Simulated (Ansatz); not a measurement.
## CdO (Monteponite): single point with PBE

CdO (Monteponite):

```
CELL_PARAMETERS angstrom
0.00000 2.34950 2.34950
2.34950 0.00000 2.34950
2.34950 2.34950 0.00000
ATOMIC_POSITIONS crystal
Cd 0.00446 0.99046 0.99858
O 0.49245 0.49773 0.50237
```

The cell isn't the ideal one: atoms moved at random, drawn with an rms of 0.05 Å.

- Program: Ansatz 0.2.0
- Task: single point
- Functional: PBE
- Potentials or basis: Ansatz PAW
- Cutoff: 420 eV (not typed: the program's choice for these potentials)
- k mesh: 10 × 10 × 10
- Occupations: fermi-dirac, width 0.05 eV
- Spin: no spin polarisation

```
Pressure               : 6.2 GPa
Largest force          : 0.122 eV/Å
Band gap on the k mesh : none (metal or under the smearing width)
```

Forces in eV/Å, atoms in the order of the input:
```
Cd   0.093 -0.069 -0.040
O   -0.093  0.069  0.040
```

Stress tensor (GPa, compression positive):
```
 6.22  0.03  0.01
 0.03  6.15 -0.01
 0.01 -0.01  6.10
```

Levels at points of the mesh, in eV from the Fermi level:
```tsv
k point	band 10	band 11	band 12	band 13	band 14	band 15	band 16	band 17
(0.00, 0.00, 0.00)	-6.56	-1.52	-1.52	-1.52	-0.57	14.35	16.86	16.87
(0.00, 0.00, -0.50)	-6.31	-3.96	-0.17	-0.16	4.28	7.16	11.73	11.73
(0.00, -0.50, 0.00)	-6.31	-3.96	-0.17	-0.16	4.28	7.16	11.73	11.73
(0.00, -0.50, -0.50)	-5.86	-4.48	-2.48	-2.48	3.76	8.36	11.07	13.14
(-0.50, 0.00, 0.00)	-6.31	-3.96	-0.16	-0.16	4.28	7.16	11.72	11.72
(-0.50, 0.00, -0.50)	-5.86	-4.48	-2.48	-2.48	3.76	8.36	11.07	13.14
(-0.50, -0.50, 0.00)	-5.86	-4.48	-2.48	-2.48	3.76	8.36	11.06	13.14
(-0.50, -0.50, -0.50)	-6.31	-3.96	-0.17	-0.16	4.28	7.16	11.73	11.73
```

Wall time 16 s on 1 thread of Arm Neoverse V1, on a shared host, peak memory 0.49 GiB.

Caveat: the pressure holds a Pulay correction of +0.5 GPa for the finite cutoff.
